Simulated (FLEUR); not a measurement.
# ZrC (Fm-3m) in FLEUR: a series of runs

Runs on ZrC. Level: PBE. Tasks: equation of state.

Everything below comes from runs of FLEUR MaX-R8.1 (later development tree). Logs are shortened: lines on timing, memory, paths and dates and some standing lists are left out, and cuts for length are marked.

**1. The crystal as given**

It takes space group Fm-3m (No. 225, cubic). Conventional cell: a = 4.730 Å, b = 4.730 Å, c = 4.730 Å, α = 90.00°, β = 90.00°, γ = 90.00°. Zr (site symmetry m-3m) is surrounded by 6 C at 2.37 Å. C (site symmetry m-3m) has 6 Zr at 2.37 Å as nearest neighbours.

**2. Equation of state, PBE, 12.43 Å³/atom (volume scaled by 0.94)**

The input, inp.xml:

```xml
<?xml version="1.0" encoding="UTF-8" standalone="no"?>
<fleurInput fleurInputVersion="0.39">
   <comment>
      ZrC                                                                                                 
   </comment>
   <calculationSetup>
      <cutoffs Kmax="4.43" Gmax="13.7" GmaxXC="13.7" numbands="0"/>
      <scfLoop itmax="60" minDistance="0.00001" maxIterBroyd="15" imix="Anderson" alpha="0.05" precondParam="0.0" spinf="2.0" sdNocoIR="T"/>
      <coreElectrons ctail="T" frcor="F" kcrel="0" coretail_lmax="0"/>
      <xcFunctional name="pbe" relativisticCorrections="F"/>
      <magnetism jspins="1"/>
      <soc l_soc="F" theta="0.0" phi="0.0" spav="F"/>
      <expertModes spex="0" secvar="F"/>
      <geometryOptimization l_f="F" forcealpha="1.0" forcemix="BFGS" epsdisp="0.0005" epsforce="0.0002"/>
      <ldaU l_linMix="F" mixParam="0.05" spinf="1.0"/>
   </calculationSetup>
   <cell>
      <bzIntegration valenceElectrons="16.0" mode="hist" fermiSmearingEnergy="0.00183747">
         <kPointListSelection listName="default-1"/>
         <!-- k-points included here -->
         <xi:include xmlns:xi="http://www.w3.org/2001/XInclude" href="kpts.xml"> </xi:include>
      </bzIntegration>
      <!-- symmetry operations included here -->
      <xi:include xmlns:xi="http://www.w3.org/2001/XInclude" href="sym.xml"> </xi:include>
      <bulkLattice scale="0.9795861087">
         <bravaisMatrix>
            <row-1>    0.0000000000000000     4.4692022846790005     4.4692022846790005</row-1>
            <row-2>    4.4692022846790005     0.0000000000000000     4.4692022846790005</row-2>
            <row-3>    4.4692022846790005     4.4692022846790005     0.0000000000000000</row-3>
         </bravaisMatrix>
      </bulkLattice>
   </cell>
   <atomSpecies>
      <species name="Zirconium (Zr)" element="Zr" atomicNumber="40">
         <mtSphere radius="2.43" gridPoints="829" logIncrement="0.015"/>
         <atomicCutoffs lmax="10" lnonsphr="8"/>
         <electronConfig flipSpins="F">
            <coreConfig>(1s1/2) (2s1/2) (2p1/2) (2p3/2) (3s1/2) (3p1/2) (3p3/2) (3d3/2) (3d5/2)</coreConfig>
            <valenceConfig>(4s1/2) (4p1/2) (4p3/2) (5s1/2) (4d3/2) (4d5/2)</valenceConfig>
            <stateOccupation state="(4d3/2)" spinUp="0.400000" spinDown="0.400000"/>
            <stateOccupation state="(4d5/2)" spinUp="0.600000" spinDown="0.600000"/>
         </electronConfig>
         <energyParameters s="5" p="5" d="4" f="4"/>
         <lo type="SCLO" l="0" n="4" eDeriv="0"/>
         <lo type="SCLO" l="1" n="4" eDeriv="0"/>
         <lo type="SCLO" l="1" n="4" eDeriv="1"/>
         <lo type="SCLO" l="2" n="4" eDeriv="2"/>
         <lo type="SCLO" l="3" n="4" eDeriv="2"/>
      </species>
      <species name="Carbon (C)" element="C" atomicNumber="6">
         <mtSphere radius="1.58" gridPoints="539" logIncrement="0.019"/>
         <atomicCutoffs lmax="8" lnonsphr="6"/>
         <electronConfig flipSpins="F">
            <coreConfig>(1s1/2)</coreConfig>
            <valenceConfig>(2s1/2) (2p1/2) (2p3/2)</valenceConfig>
            <stateOccupation state="(2p1/2)" spinUp="0.333333" spinDown="0.333333"/>
            <stateOccupation state="(2p3/2)" spinUp="0.666667" spinDown="0.666667"/>
         </electronConfig>
         <energyParameters s="2" p="2" d="3" f="4"/>
         <lo type="SCLO" l="0" n="2" eDeriv="2"/>
         <lo type="SCLO" l="1" n="2" eDeriv="2"/>
         <lo type="SCLO" l="2" n="3" eDeriv="2"/>
      </species>
   </atomSpecies>
   <atomGroups>
      <atomGroup species="Zirconium (Zr)">
         <relPos label="                   1">1.000/2.000 1.000/2.000 1.000/2.000</relPos>
         <force calculate="T" relaxXYZ="TTT"/>
      </atomGroup>
      <atomGroup species="Carbon (C)">
         <relPos label="                   2">.0000000000 .0000000000 .0000000000</relPos>
         <force calculate="T" relaxXYZ="TTT"/>
      </atomGroup>
   </atomGroups>
   <output dos="F" band="F" slice="F">
      <checks vchk="F" cdinf="F"/>
      <bandDOS minEnergy="-.5*Htr" maxEnergy="0.5*Htr" sigma="0.015" storeEVData="T"/>
      <vacuumDOS vacdos="F" integ="F" star="F" nstars="0" locx1="0.0" locy1="0.0" locx2="0.0" locy2="0.0" nstm="0" tworkf="0.0"/>
      <unfoldingBand unfoldBand="F" supercellX="1" supercellY="1" supercellZ="1"/>
      <plotting iplot="0" polar="F">
         <plot TwoD="T" vec1="  1.0  0.0  0.0" vec2="  0.0  1.0  0.0" vec3="  0.0  0.0  1.0" zero="  0.0  0.0  0.0" file="plot"/>
      </plotting>
      <chargeDensitySlicing numkpt="0" minEigenval="0.0" maxEigenval="0.0" nnne="0" pallst="F"/>
      <specialOutput eonly="F"/>
      <moessbauerParams electricFieldGradient="T" isomerShift="T" coreHyperfine="T" valenceHyperfine="T"/>
      <magneticCircularDichroism mcd="F" energyLo="-10.0" energyUp="0.0"/>
   </output>
  <!-- We include the file relax.xml here to enable relaxations (see documentation) -->
  <xi:include xmlns:xi="http://www.w3.org/2001/XInclude" href="relax.xml"> <xi:fallback/> </xi:include>
</fleurInput>
```

Potentials or basis: all-electron, FLAPW.

Started as:

```
> inpgen -f crystal.txt -profile fastHighL
> # inp.xml edited to the form shown
> fleur_MPI
```

The log of the run:

```text
Welcome to FLEUR        (www.flapw.de)
      MaX-Release 8.1          (www.max-centre.eu)

 ========== k-point set info ==========
 Selected k-point list: default-1
 k-point list type: mesh
 10 x 10 x 10
 Number of k points: 47

 ------------Calculation Setup---------------------------
 Number of MPI-tasks      :            1
 Number of PE/node        :            1
 Number of OMP-threads    :            1
 Most efficient MPI parallelization for:
           1          47
 Additional eigenvalue parallelization possible
 Number of basis functions:          332
 Approximate size of matrices (H+S) per k-point:         0.002 GB
 --------------------------------------------------------
Nuclear radius smaller than smallest radial mesh point for atom type 2 -- skipping its core isomer shift
Nuclear radius smaller than smallest radial mesh point for atom type 2 -- skipping its isomer shift
 Iteration:     1   Distance:      22.40103140 me/bohr^3
Nuclear radius smaller than smallest radial mesh point for atom type 2 -- skipping its core isomer shift
Nuclear radius smaller than smallest radial mesh point for atom type 2 -- skipping its isomer shift
 Iteration:     2   Distance:      18.62488241 me/bohr^3
Nuclear radius smaller than smallest radial mesh point for atom type 2 -- skipping its core isomer shift
Nuclear radius smaller than smallest radial mesh point for atom type 2 -- skipping its isomer shift
 Iteration:     3   Distance:       5.85792178 me/bohr^3
Nuclear radius smaller than smallest radial mesh point for atom type 2 -- skipping its core isomer shift
Nuclear radius smaller than smallest radial mesh point for atom type 2 -- skipping its isomer shift
 Iteration:     4   Distance:       4.68964953 me/bohr^3
Nuclear radius smaller than smallest radial mesh point for atom type 2 -- skipping its core isomer shift
Nuclear radius smaller than smallest radial mesh point for atom type 2 -- skipping its isomer shift
 Iteration:     5   Distance:       0.95943201 me/bohr^3
Nuclear radius smaller than smallest radial mesh point for atom type 2 -- skipping its core isomer shift
Nuclear radius smaller than smallest radial mesh point for atom type 2 -- skipping its isomer shift
 Iteration:     6   Distance:       1.30216895 me/bohr^3
Nuclear radius smaller than smallest radial mesh point for atom type 2 -- skipping its core isomer shift
Nuclear radius smaller than smallest radial mesh point for atom type 2 -- skipping its isomer shift
 Iteration:     7   Distance:       0.17060402 me/bohr^3
Nuclear radius smaller than smallest radial mesh point for atom type 2 -- skipping its core isomer shift
Nuclear radius smaller than smallest radial mesh point for atom type 2 -- skipping its isomer shift
 Iteration:     8   Distance:       0.04492446 me/bohr^3
Nuclear radius smaller than smallest radial mesh point for atom type 2 -- skipping its core isomer shift
Nuclear radius smaller than smallest radial mesh point for atom type 2 -- skipping its isomer shift
 Iteration:     9   Distance:       0.03134277 me/bohr^3
Nuclear radius smaller than smallest radial mesh point for atom type 2 -- skipping its core isomer shift
Nuclear radius smaller than smallest radial mesh point for atom type 2 -- skipping its isomer shift
 Iteration:    10   Distance:       0.00605426 me/bohr^3
Nuclear radius smaller than smallest radial mesh point for atom type 2 -- skipping its core isomer shift
Nuclear radius smaller than smallest radial mesh point for atom type 2 -- skipping its isomer shift
 Iteration:    11   Distance:       0.00433545 me/bohr^3
Nuclear radius smaller than smallest radial mesh point for atom type 2 -- skipping its core isomer shift
Nuclear radius smaller than smallest radial mesh point for atom type 2 -- skipping its isomer shift
 Iteration:    12   Distance:       0.00016261 me/bohr^3
Nuclear radius smaller than smallest radial mesh point for atom type 2 -- skipping its core isomer shift
Nuclear radius smaller than smallest radial mesh point for atom type 2 -- skipping its isomer shift
 Iteration:    13   Distance:       0.00010390 me/bohr^3
Nuclear radius smaller than smallest radial mesh point for atom type 2 -- skipping its core isomer shift
Nuclear radius smaller than smallest radial mesh point for atom type 2 -- skipping its isomer shift
 Iteration:    14   Distance:       0.00001378 me/bohr^3
Nuclear radius smaller than smallest radial mesh point for atom type 2 -- skipping its core isomer shift
Nuclear radius smaller than smallest radial mesh point for atom type 2 -- skipping its isomer shift
 Iteration:    15   Distance:       0.00000111 me/bohr^3

 ********************************************************************
 Run finished successfully
 Stop message:
   all done
 ********************************************************************
```

Wall time 26 s (1 thread of Arm Neoverse V1, shared host); peak memory 0.07 GiB.

Results:

- Free energy: -98978.1924 eV
- Band gap on the k mesh: none (metal or under the smearing width)
- Valence electrons inside the program's atomic spheres: Zr 9.71; C 2.63 (radii Zr 2.43, C 1.58 bohr)

**3. Equation of state, PBE, 12.70 Å³/atom (volume scaled by 0.96)**

inp.xml: that of step 2 with these lines changed.

```diff
@@ -24,3 +24,3 @@
       <xi:include xmlns:xi="http://www.w3.org/2001/XInclude" href="sym.xml"> </xi:include>
-      <bulkLattice scale="0.9795861087">
+      <bulkLattice scale="0.9864848297">
          <bravaisMatrix>
```

Potentials or basis: all-electron, FLAPW.

Started as:

```
> inpgen -f crystal.txt -profile fastHighL
> # inp.xml edited to the form shown
> fleur_MPI
```

It took 26 s on 1 thread of Arm Neoverse V1, shared host; peak memory 0.07 GiB.

The run converged. Its results:

- Free energy: -98978.2226 eV
- Band gap on the k mesh: none (metal or under the smearing width)
- Valence electrons inside the program's atomic spheres: Zr 9.67; C 2.62 (radii Zr 2.43, C 1.58 bohr)

**4. Equation of state, PBE, 12.96 Å³/atom (volume scaled by 0.98)**

inp.xml: that of step 3 with these lines changed.

```diff
@@ -24,3 +24,3 @@
       <xi:include xmlns:xi="http://www.w3.org/2001/XInclude" href="sym.xml"> </xi:include>
-      <bulkLattice scale="0.9864848297">
+      <bulkLattice scale="0.9932883884">
          <bravaisMatrix>
```

Started as:

```
> inpgen -f crystal.txt -profile fastHighL
> # inp.xml edited to the form shown
> fleur_MPI
```

It took 27 s on 1 thread of Arm Neoverse V1, shared host; peak memory 0.07 GiB.

Results (log left out):

- Free energy: -98978.2359 eV
- Band gap on the k mesh: none (metal or under the smearing width)
- Valence electrons inside the program's atomic spheres: Zr 9.63; C 2.60 (radii Zr 2.43, C 1.58 bohr)

**5. Equation of state, PBE, 13.23 Å³/atom**

inp.xml: that of step 4 with these lines changed.

```diff
@@ -24,3 +24,3 @@
       <xi:include xmlns:xi="http://www.w3.org/2001/XInclude" href="sym.xml"> </xi:include>
-      <bulkLattice scale="0.9932883884">
+      <bulkLattice scale="1.0000000000">
          <bravaisMatrix>
```

Started as:

```
> inpgen -f crystal.txt -profile fastHighL
> # inp.xml edited to the form shown
> fleur_MPI
```

It took 27 s on 1 thread of Arm Neoverse V1, shared host; peak memory 0.07 GiB.

The run converged. Its results:

| Property | Result |
| --- | --- |
| Free energy | -98978.2336 eV |
| Band gap on the k mesh | none (metal or under the smearing width) |
| Valence electrons inside the program's atomic spheres | Zr 9.60; C 2.58 (radii Zr 2.43, C 1.58 bohr) |

**6. Equation of state, PBE, 13.49 Å³/atom (volume scaled by 1.02)**

inp.xml: that of step 5 with these lines changed.

```diff
@@ -24,3 +24,3 @@
       <xi:include xmlns:xi="http://www.w3.org/2001/XInclude" href="sym.xml"> </xi:include>
-      <bulkLattice scale="1.0000000000">
+      <bulkLattice scale="1.0066227096">
          <bravaisMatrix>
```

Potentials or basis: all-electron, FLAPW.

Started as:

```
> inpgen -f crystal.txt -profile fastHighL
> # inp.xml edited to the form shown
> fleur_MPI
```

Wall time 28 s (1 thread of Arm Neoverse V1, shared host); peak memory 0.07 GiB.

It converged, with:

```
Free energy                                           : -98978.2176 eV
Band gap on the k mesh                                : none (metal or under the smearing width)
Valence electrons inside the program's atomic spheres : Zr 9.57; C 2.57 (radii Zr 2.43, C 1.58 bohr)
```

**7. Equation of state, PBE, 13.76 Å³/atom (volume scaled by 1.04)**

inp.xml: that of step 6 with these lines changed.

```diff
@@ -24,3 +24,3 @@
       <xi:include xmlns:xi="http://www.w3.org/2001/XInclude" href="sym.xml"> </xi:include>
-      <bulkLattice scale="1.0066227096">
+      <bulkLattice scale="1.0131594038">
          <bravaisMatrix>
```

Started as:

```
> inpgen -f crystal.txt -profile fastHighL
> # inp.xml edited to the form shown
> fleur_MPI
```

Wall time 29 s (1 thread of Arm Neoverse V1, shared host); peak memory 0.07 GiB.

It converged, with:

```yaml
Free_energy: -98978.1889 eV
Band_gap_on_the_k_mesh: none (metal or under the smearing width)
Valence_electrons_inside_the_program's_atomic_spheres: Zr 9.54; C 2.55 (radii Zr 2.43, C 1.58 bohr)
```

**8. Equation of state, PBE, 14.02 Å³/atom (volume scaled by 1.06)**

inp.xml: that of step 7 with these lines changed.

```diff
@@ -24,3 +24,3 @@
       <xi:include xmlns:xi="http://www.w3.org/2001/XInclude" href="sym.xml"> </xi:include>
-      <bulkLattice scale="1.0131594038">
+      <bulkLattice scale="1.0196128224">
          <bravaisMatrix>
```

Started as:

```
> inpgen -f crystal.txt -profile fastHighL
> # inp.xml edited to the form shown
> fleur_MPI
```

It took 30 s on 1 thread of Arm Neoverse V1, shared host; peak memory 0.07 GiB.

It converged, with:

| Quantity | Value |
| --- | --- |
| Free energy | -98978.1488 eV |
| Band gap on the k mesh | none (metal or under the smearing width) |
| Valence electrons inside the program's atomic spheres | Zr 9.51; C 2.54 (radii Zr 2.43, C 1.58 bohr) |

**9. Equation of state, PBE**

Potentials or basis: all-electron, FLAPW.

This step only gathers the single runs of the series.

Results:

```yaml
Equilibrium_volume: 13.06 Å³/atom
Bulk_modulus: 222 GPa
Pressure_derivative_of_the_bulk_modulus: 4.0
```

Energy against volume, from the lowest point:
| volume (Å³/atom) | energy (meV/atom) |
| --- | --- |
| 12.434 | 21.74 |
| 12.699 | 6.62 |
| 12.963 | 0.00 |
| 13.228 | 1.13 |
| 13.493 | 9.16 |
| 13.757 | 23.48 |
| 14.022 | 43.51 |
